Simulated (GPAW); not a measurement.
B:

```
B
1.0
     1.62456    0.00000    0.00000
     0.00000    2.86615    0.00000
     0.00000    0.00000    3.91440
B
2
Cartesian
  0.0000 1.4331 2.3849
  0.8123 0.0000 1.5295
```

The cell was built by a generator and needn't be a form met in nature.

```yaml
Program: GPAW 26.7.0
Task: relaxation of cell and atoms
Functional: LDA
Potentials_or_basis: the program's PAW data sets (release 1.2.1) made for this functional
Cutoff: 800 eV
Basis: pw
k_mesh: 16 × 9 × 7
Occupations: fermi-dirac, width 0.05 eV
Spin: no spin polarisation
```

At the start: pressure -6.5 GPa; volume 9.11 Å³/atom.

Problem. How do energy, volume and symmetry change on relaxing?

Solution. Over 11 steps the energy falls by 17.1 meV/atom and the volume is 8.14 Å³/atom (-10.6 %); space group Pmmn (No. 59, to 0.05 Å).

Step by step:
```
step  energy change (eV)  largest force (eV/Å)  pressure (GPa)  volume (Å³)
   1              0.0000                0.2278           -6.50        18.23
   2             -0.0063                0.1785           -4.76        18.08
   3             -0.0138                0.0019           -0.21        17.69
   4             -0.0151                0.0287           -0.07        17.63
   5             -0.0203                0.1329           -0.55        17.34
   6             -0.0221                0.1679           -0.85        17.19
   7             -0.0246                0.1904           -1.15        16.97
   8             -0.0293                0.1551           -1.41        16.61
   9             -0.0332                0.0638           -0.95        16.32
  10             -0.0341                0.0183           -0.33        16.30
  11             -0.0341                0.0113           -0.10        16.29
```

Final structure:
```
CELL_PARAMETERS angstrom
1.61700 0.00000 0.00000
0.00000 2.82283 0.00000
0.00000 0.00000 3.56796
ATOMIC_POSITIONS crystal
B 0.00000 0.50000 0.61381
B 0.50000 0.00000 0.38619
```

Caveat: later steps reuse the first step's grids.
